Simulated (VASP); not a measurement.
The system is ZnS.

```
Zn S
1.0
     0.00000    2.70200    2.70200
     2.70200    0.00000    2.70200
     2.70200    2.70200    0.00000
Zn S
1 1
Direct
  0.75000 0.75000 0.75000
  0.00000 0.00000 0.00000
```

Base run:

| Property | Result |
| --- | --- |
| Program | VASP 6.6.1 |
| Functional | PBE0 |
| Potentials or basis | VASP PAW PBE potentials, release 64 (Zn, S) |
| Cutoff | 520 eV |
| k mesh | 6 × 6 × 6 |
| Occupations | gaussian, width 0.02 eV |
| Spin | no spin polarisation |

Its results: band gap on the k mesh 4.00 eV, direct; pressure 0.7 GPa.

**Question.** The run is repeated on the same cell with these changes: functional from PBE0 to r2SCAN-EpsX. What comes out?

**Answer.** Band gap on the k mesh 3.80 eV, direct; pressure -0.6 GPa.

Caveats: the PAW data sets were made with another functional, which shifts forces and pressure a little.
